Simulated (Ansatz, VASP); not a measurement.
# Al8H9Cl3O15 (hydroxylated alpha-Al2O3(0001) with 6 of its OH changed to Cl) in two plane-wave programs, part 2 of 2

One calculation is typed for both programs; each brings its own data sets. How far apart do they land? The cell is taken from a series of runs on this material, whose earlier steps may have relaxed, scaled, displaced or heated it; both programs get it as it stands.

VASP 6.6.1 and Ansatz 0.2.0.

So far: The structure; Ansatz: single point, r2SCAN with D4, pair 1; VASP: single point, r2SCAN with D4, pair 1.

**4. Differences**

Known differences besides the potentials themselves: VASP keeps PBE cores, Ansatz makes them for the functional; the cutoff is 500 eV in Ansatz and 580 eV in VASP (PREC = Accurate, projectors in real space). Total energies have different zeros and are not compared.

Compared:

```csv
quantity,Ansatz,VASP,difference
gap on the k mesh (eV),3.385,3.385,+0.001
```

Forces on 9 of the 70 atoms, those with the largest forces and the largest differences (eV/Å; atoms numbered as in POSCAR):

```csv
atom,"Ansatz x, y, z","VASP x, y, z"
Al5,"0.195, -0.317, -0.435","0.192, -0.320, -0.422"
Al7,"-0.091, 0.034, -0.537","-0.089, 0.057, -0.503"
O19,"0.141, -0.140, 0.513","0.091, -0.037, 0.550"
O42,"0.021, -0.493, 0.334","-0.023, -0.386, 0.380"
H57,"0.115, 0.111, 0.487","0.076, 0.064, 0.322"
H58,"-0.264, 0.027, 0.443","-0.182, 0.017, 0.287"
H63,"0.069, -0.210, 0.509","0.051, -0.137, 0.350"
H67,"0.184, 0.176, 0.475","0.108, 0.131, 0.327"
H69,"-0.234, 0.477, -0.097","-0.160, 0.344, -0.124"
```

The forces differ by 61 meV/Å r.m.s., which is 34.1 % of the r.m.s. force of 0.178 eV/Å (both taken over all components). A gap on the mesh is an upper bound, since the band edges may lie between its points. With vacuum in the cell, a pressure given here is an average over mostly empty space and none of the material.

**5. VASP: single point, r2SCAN with D4, pair 2**

A single point gives forces, pressure and levels at one fixed geometry, so differences don't come from the geometry; what else differs is listed under the comparison. This pair takes another cell of the material, with 68 atoms against 70 for the pair before.

File INCAR:

```
SYSTEM = Al4H4Cl2O7
PREC = Accurate
ENCUT = 580
EDIFF = 1E-06
NELM = 120
ISMEAR = -1
SIGMA = 0.025
LREAL = Auto
ALGO = Normal
METAGGA = R2SCAN
IVDW = 13
VDW_S6 = 1
VDW_S8 = 0.6018749
VDW_A1 = 0.51559235
VDW_A2 = 5.77342911
LASPH = .TRUE.
NBANDS = 192
LORBIT = 11
LWAVE = .FALSE.
LCHARG = .FALSE.
ISIF = 2
GGA_COMPAT = .FALSE.
EFERMI = MIDGAP
LMIXTAU = .TRUE.
NCORE = 2
```

File POSCAR:

```
Al4H4Cl2O7
1.0
    9.5800000000      0.0000000000      0.0000000000
   -4.7900000000      8.2965200000      0.0000000000
    0.0000000000      0.0000000000     22.3000000000
Al O Cl H
16 28 8 16
Direct
    0.0046600000      0.9996700000      0.1450600000
    0.3442200000      0.1799600000      0.2188800000
    0.1724300000      0.3344700000      0.1296000000
    0.1685500000      0.3339600000      0.2529200000
    0.0072000000      0.5040200000      0.1434100000
    0.3377100000      0.6745600000      0.2190900000
    0.1806800000      0.8417700000      0.1301000000
    0.1801000000      0.8484000000      0.2519600000
    0.5093000000      0.0047800000      0.1435100000
    0.8481900000      0.1716500000      0.2231500000
    0.6721900000      0.3389200000      0.1289500000
    0.6811800000      0.3333600000      0.2469800000
    0.5026900000      0.5041700000      0.1444600000
    0.8445700000      0.6715300000      0.2219700000
    0.6754600000      0.8400300000      0.1284000000
    0.6644800000      0.8330000000      0.2457900000
    0.1602700000      0.9971300000      0.0889700000
    0.0068400000      0.1599200000      0.0907500000
    0.3459300000      0.3509900000      0.0885200000
    0.3188200000      0.2937000000      0.2772100000
    0.0228700000      0.3418200000      0.1859800000
    0.1726500000      0.1760900000      0.1825700000
    0.3217500000      0.4907900000      0.1864200000
    0.1596300000      0.4936300000      0.0878200000
    0.0216800000      0.6704600000      0.0869200000
    0.3514200000      0.8535900000      0.0894800000
    0.3207700000      0.7943600000      0.2777700000
    0.0233600000      0.8407000000      0.1894700000
    0.1714400000      0.6781900000      0.1826700000
    0.3239800000      0.9926500000      0.1861200000
    0.6638400000      0.0001500000      0.0896100000
    0.5103600000      0.1652800000      0.0895900000
    0.8434000000      0.3540000000      0.0865200000
    0.9895200000      0.1565700000      0.2734600000
    0.8299200000      0.2995500000      0.2773200000
    0.5251500000      0.3424800000      0.1859800000
    0.6770700000      0.1821800000      0.1840500000
    0.8246600000      0.4927400000      0.1843000000
    0.6570700000      0.4980900000      0.0875200000
    0.5079300000      0.6672700000      0.0914000000
    0.8466500000      0.8477700000      0.0892100000
    0.5215300000      0.8388500000      0.1867500000
    0.6715800000      0.6776100000      0.1870600000
    0.8212100000      0.9844400000      0.1872300000
    0.4819500000      0.1291200000      0.2910700000
    0.1658800000      0.9800500000      0.3322800000
    0.4717800000      0.6284700000      0.2956500000
    0.1433000000      0.4413100000      0.3396500000
    0.6660300000      0.9847300000      0.3224000000
    0.9927100000      0.6252000000      0.2922300000
    0.8368600000      0.8125500000      0.3013600000
    0.6551000000      0.4636700000      0.3253100000
    0.1007200000      0.9521100000      0.0521400000
    0.0272200000      0.1362200000      0.0506200000
    0.3456300000      0.2483400000      0.0878900000
    0.4047300000      0.3500200000      0.3068100000
    0.1122600000      0.4521700000      0.0489000000
    0.0738300000      0.6651600000      0.0504100000
    0.3578200000      0.7547600000      0.0872000000
    0.4111500000      0.8546800000      0.3052800000
    0.7692300000      0.0985400000      0.0872600000
    0.5290700000      0.1315200000      0.0508900000
    0.8534500000      0.4100800000      0.0491900000
    0.9924200000      0.0665000000      0.2924500000
    0.9057000000      0.3417600000      0.3111500000
    0.5922200000      0.4557300000      0.0515200000
    0.5164100000      0.6479300000      0.0493900000
    0.8409700000      0.7428200000      0.0878000000
```

File KPOINTS:

```
Automatic mesh
0
Gamma
1 1 1
0 0 0
```

PAW data sets: Al, O, Cl and H (PBE family, release 64).

On the command line:

```sh
$ mpirun -np 8 vasp_gam
```

Numbers of over 12 decimals in the logs are rounded to 6 here.

What it wrote:

```text
[banner, memory and clock lines left out]
running    8 mpi-ranks, on    1 nodes
[...]
[... a notice as in an earlier step ...]

 LDA part: xc-table for (None), standard interpolation
 POSCAR, INCAR and KPOINTS ok, starting setup
[...]
entering main loop
       N       E                     dE             d eps       ncg     rms          rms(c)
DAV:   1     0.293032373058E+04    0.29303E+04   -0.15215E+05   400   0.144E+03
DAV:   2    -0.211755176642E+03   -0.31421E+04   -0.30289E+04   512   0.339E+02
DAV:   3    -0.637433296962E+03   -0.42568E+03   -0.42329E+03   464   0.132E+02
DAV:   4    -0.648743339269E+03   -0.11310E+02   -0.11283E+02   464   0.245E+01
[...]
DAV:  84    -0.522576557836E+03    0.71614E-05   -0.35154E-06   368   0.862E-03    0.402E-03
DAV:  85    -0.522576567766E+03   -0.99298E-05   -0.32465E-06   328   0.834E-03    0.413E-03
DAV:  86    -0.522576568248E+03   -0.48216E-06   -0.85488E-07   256   0.445E-03
   1 F= -.52637432E+03 E0= -.52637432E+03  d E =0.000000E+00
```

From OUTCAR (step 5):

```text
 POSITION                                       TOTAL-FORCE (eV/Angst)
 -----------------------------------------------------------------------------------
     -4.74378      8.29378      3.23484         0.090560      0.268647     -0.338917
      2.43562      1.49304      4.88102        -0.013822      0.128556      0.028667
      0.04977      2.77494      2.89008        -0.079038     -0.107620      0.395335
      0.01504      2.77071      5.64012         0.051582     -0.218675      0.106920
     -2.34528      4.18161      3.19804         0.154203     -0.033923     -0.341233
      0.00412      5.59650      4.88571        -0.011705      0.143796      0.006927
     -2.30116      6.98376      2.90123        -0.016516     -0.316251      0.100279
     -2.33848      7.03877      5.61871         0.120709     -0.140850      0.080166
      4.85620      0.03966      3.20027         0.106523      0.391396     -0.478126
      7.30346      1.42410      4.97624         0.072926      0.167749      0.093706
      4.81615      2.81186      2.87559         0.085070     -0.140350     -0.038259
      4.92891      2.76573      5.50765         0.128328     -0.147009      0.067176
      2.40080      4.18286      3.22146         0.098506      0.050120     -0.241424
      4.87435      5.57136      4.94993         0.058927      0.069067     -0.049392
[...]
-----------------------------------------------------------------------------------
    total drift:                               -0.004818     -0.002787     -0.007622

  FREE ENERGIE OF THE ION-ELECTRON SYSTEM (eV)
  ---------------------------------------------------
  free  energy   TOTEN  =      -526.3743244073 eV

  energy  without entropy=     -526.3743244073  energy(sigma->0) =     -526.37432441

[... 1 further part left out ...]
```

**6. Ansatz: single point, r2SCAN with D4, pair 2**

The same cell, functional, mesh and smearing now go to Ansatz, which takes its cutoff from its data sets.

The cell is taken from a series of runs on this material, whose earlier steps may have relaxed, scaled, displaced or heated it; both programs get it as it stands.

File input.yaml:

```yaml
crystal:
  lattice:
    - [9.58, 0.0, 0.0]
    - [-4.79, 8.29652, 0.0]
    - [0.0, 0.0, 22.3]
  atoms:
    - { symbol: Al, position: [0.00466, 0.99967, 0.14506] }
    - { symbol: Al, position: [0.34422, 0.17996, 0.21888] }
    - { symbol: Al, position: [0.17243, 0.33447, 0.1296] }
    - { symbol: Al, position: [0.16855, 0.33396, 0.25292] }
    - { symbol: O, position: [0.16027, 0.99713, 0.08897] }
    - { symbol: O, position: [0.00684, 0.15992, 0.09075] }
    - { symbol: O, position: [0.34593, 0.35099, 0.08852] }
    - { symbol: Cl, position: [0.48195, 0.12912, 0.29107] }
    - { symbol: O, position: [0.31882, 0.2937, 0.27721] }
    - { symbol: Cl, position: [0.16588, 0.98005, 0.33228] }
    - { symbol: O, position: [0.02287, 0.34182, 0.18598] }
    - { symbol: O, position: [0.17265, 0.17609, 0.18257] }
    - { symbol: O, position: [0.32175, 0.49079, 0.18642] }
    - { symbol: Al, position: [0.0072, 0.50402, 0.14341] }
    - { symbol: Al, position: [0.33771, 0.67456, 0.21909] }
    - { symbol: Al, position: [0.18068, 0.84177, 0.1301] }
    - { symbol: Al, position: [0.1801, 0.8484, 0.25196] }
    - { symbol: O, position: [0.15963, 0.49363, 0.08782] }
    - { symbol: O, position: [0.02168, 0.67046, 0.08692] }
    - { symbol: O, position: [0.35142, 0.85359, 0.08948] }
    - { symbol: Cl, position: [0.47178, 0.62847, 0.29565] }
    - { symbol: O, position: [0.32077, 0.79436, 0.27777] }
    - { symbol: Cl, position: [0.1433, 0.44131, 0.33965] }
    - { symbol: O, position: [0.02336, 0.8407, 0.18947] }
    - { symbol: O, position: [0.17144, 0.67819, 0.18267] }
    - { symbol: O, position: [0.32398, 0.99265, 0.18612] }
    - { symbol: Al, position: [0.5093, 0.00478, 0.14351] }
    - { symbol: Al, position: [0.84819, 0.17165, 0.22315] }
    - { symbol: Al, position: [0.67219, 0.33892, 0.12895] }
    - { symbol: Al, position: [0.68118, 0.33336, 0.24698] }
    - { symbol: O, position: [0.66384, 0.00015, 0.08961] }
    - { symbol: O, position: [0.51036, 0.16528, 0.08959] }
    - { symbol: O, position: [0.8434, 0.354, 0.08652] }
    - { symbol: O, position: [0.98952, 0.15657, 0.27346] }
    - { symbol: O, position: [0.82992, 0.29955, 0.27732] }
    - { symbol: Cl, position: [0.66603, 0.98473, 0.3224] }
    - { symbol: O, position: [0.52515, 0.34248, 0.18598] }
    - { symbol: O, position: [0.67707, 0.18218, 0.18405] }
    - { symbol: O, position: [0.82466, 0.49274, 0.1843] }
    - { symbol: Al, position: [0.50269, 0.50417, 0.14446] }
    - { symbol: Al, position: [0.84457, 0.67153, 0.22197] }
    - { symbol: Al, position: [0.67546, 0.84003, 0.1284] }
    - { symbol: Al, position: [0.66448, 0.833, 0.24579] }
    - { symbol: O, position: [0.65707, 0.49809, 0.08752] }
    - { symbol: O, position: [0.50793, 0.66727, 0.0914] }
    - { symbol: O, position: [0.84665, 0.84777, 0.08921] }
    - { symbol: Cl, position: [0.99271, 0.6252, 0.29223] }
    - { symbol: Cl, position: [0.83686, 0.81255, 0.30136] }
    - { symbol: Cl, position: [0.6551, 0.46367, 0.32531] }
    - { symbol: O, position: [0.52153, 0.83885, 0.18675] }
    - { symbol: O, position: [0.67158, 0.67761, 0.18706] }
    - { symbol: O, position: [0.82121, 0.98444, 0.18723] }
    - { symbol: H, position: [0.10072, 0.95211, 0.05214] }
    - { symbol: H, position: [0.02722, 0.13622, 0.05062] }
    - { symbol: H, position: [0.34563, 0.24834, 0.08789] }
    - { symbol: H, position: [0.40473, 0.35002, 0.30681] }
    - { symbol: H, position: [0.11226, 0.45217, 0.0489] }
    - { symbol: H, position: [0.07383, 0.66516, 0.05041] }
    - { symbol: H, position: [0.35782, 0.75476, 0.0872] }
    - { symbol: H, position: [0.41115, 0.85468, 0.30528] }
    - { symbol: H, position: [0.76923, 0.09854, 0.08726] }
    - { symbol: H, position: [0.52907, 0.13152, 0.05089] }
    - { symbol: H, position: [0.85345, 0.41008, 0.04919] }
    - { symbol: H, position: [0.99242, 0.0665, 0.29245] }
    - { symbol: H, position: [0.9057, 0.34176, 0.31115] }
    - { symbol: H, position: [0.59222, 0.45573, 0.05152] }
    - { symbol: H, position: [0.51641, 0.64793, 0.04939] }
    - { symbol: H, position: [0.84097, 0.74282, 0.0878] }
kpoints:
  mp_grid: { grid: [1, 1, 1] }
hamiltonian:
  xc: r2scan
  dispersion: d4
scf:
  occupations: { method: fermi_dirac, width: 0.025 }
output:
  forces: true
```

On the command line:

```sh
$ ansatz run input.yaml --threads 4 --pin off --max-ram 8192MiB --backend cpu --events-out ev --progress --plain --runs-dir out
```

What it wrote:

```text
[...]
Crystal: 68 atoms, lattice volume = 1772.419 Å³
Basis set: ecut = 500 eV, 45111 PW (Γ), exchange–correlation on 288×288×720 points (64 copies of the dense FFT grid, shifted against one another)
Bands: 212, of which v1, the nominal top of the filled ones, is band 144 counted from 1 (143 counted from 0)
Symmetry: 1 space group operations
[...]
k-points: 1
[...]
atom   5  O     -0.18340212    -0.50648773    -0.10702804
  atom   6  O      0.10859080    -0.02563568    -0.17717504
  atom   7  O      0.19776064    -0.18298735     0.36705258
  atom   8  Cl    -0.00952985     0.16843782    -0.20231991
[...]
atom  65  H     -0.26662678    -0.18596552    -0.32765414
  atom  66  H      0.22540970     0.18526664     0.44532760
  atom  67  H     -0.06130859     0.09353939     0.51500845
  atom  68  H     -0.25657341     0.40754910    -0.11130653
  max |Σ_I F_I| component: 2.44e-4 eV/Å
[key lines of the parts left out:]
SCF converged after 9 iterations
Free energy (F): -33563.871730 eV
Fermi energy:    0.350504 eV
```

**7. Side by side**

Compared:

| quantity | Ansatz | VASP | difference |
| --- | --- | --- | --- |
| gap on the k mesh (eV) | 3.257 | 3.250 | +0.007 |

Forces on 8 of the 68 atoms, those with the largest forces and the largest differences (eV/Å; atoms numbered as in POSCAR):

```
atom          Ansatz x, y, z           VASP x, y, z
 Al9    0.121, 0.401, -0.471   0.107, 0.391, -0.478
 O17  -0.183, -0.506, -0.107  -0.151, -0.469, 0.042
 O41    0.164, -0.297, 0.531   0.120, -0.191, 0.576
 H57     0.137, 0.110, 0.460    0.099, 0.063, 0.293
 H58    -0.286, 0.038, 0.446   -0.204, 0.027, 0.290
 H63    0.071, -0.177, 0.510   0.052, -0.104, 0.351
 H66     0.225, 0.185, 0.445    0.150, 0.139, 0.298
 H67    -0.061, 0.094, 0.515   -0.054, 0.061, 0.355
```

The forces differ by 58 meV/Å r.m.s., which is 34.5 % of the r.m.s. force of 0.169 eV/Å (both taken over all components). A gap on the mesh is an upper bound, since the band edges may lie between its points. With vacuum in the cell, a pressure given here is an average over mostly empty space and none of the material.

**8. Results**

```
r.m.s. force difference (single point, r2SCAN with D4, pair 1) : 61 meV/Å
r.m.s. force difference (single point, r2SCAN with D4, pair 2) : 58 meV/Å
```

What this shows: The r.m.s. force difference is 61 meV/Å (single point, r2SCAN with D4, pair 1), beyond the 12 meV/Å picked in this series as the mark of a large difference. What causes the difference of the single point, r2SCAN with D4, pair 1 pair stays open here. What causes the difference of the single point, r2SCAN with D4, pair 2 pair stays open here. Such differences can come from data sets, numerical settings and the points named under the comparisons, not from the functional's error against experiment.

[Lines on the potential files, build, host, timing and source positions are cut from VASP's logs without a mark.]

[Logs are printed without paths, hosts, clocks, repeated set-up lines and the standing remarks that a program may print on its own settings, such as how far it seeks lower states.]

[Hosts, paths, dates, database ids (printed as entryN), source tags and the programs' standing remarks are cut or masked in the printed files.]
